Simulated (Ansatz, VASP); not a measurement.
# AlN: VASP beside Ansatz

```
Al N
1.0
     3.16120    0.00000    0.00000
    -1.58060    2.73768    0.00000
     0.00000    0.00000    5.01696
Al N
2 2
Cartesian
  0.0000 1.8251 0.0047
  1.5806 0.9126 2.5131
  0.0000 1.8251 1.9269
  1.5806 0.9126 4.4353
```

Alike in both runs: functional PBE; k mesh 9 × 9 × 6; occupations gaussian, width 0.05 eV; no spin polarisation.

Ansatz relaxed the structure, and its values are those at the end. VASP's run is a single point on that final structure, the one shown.

|  | VASP | Ansatz |
| --- | --- | --- |
| version | VASP 6.6.1 | Ansatz 0.2.0 |
| potentials or method | VASP PAW PBE potentials, release 64 (Al, N) | scalar-relativistic, plane waves, PAW |
| plane-wave cutoff (eV) | 520 | 520 |
| valence electrons in the cell | 16 | 16 |

Ansatz gave:

| Quantity | Value |
| --- | --- |
| gap on the k mesh at the Fermi level (eV) | 3.82 |
| least direct gap on the mesh (eV) | 3.82 |
| pressure (GPa) | -3.8 |

Question: Estimate VASP's values.

Answer: gap on the k mesh at the Fermi level (eV): 3.83; least direct gap on the mesh (eV): 3.83; pressure (GPa): -4.0.

With one functional, cell and mesh, what is left measures potentials, basis and numerics. Ansatz warned: «stress_scf_threshold_loose».

As with any semilocal functional, this PBE gap is likely too small.
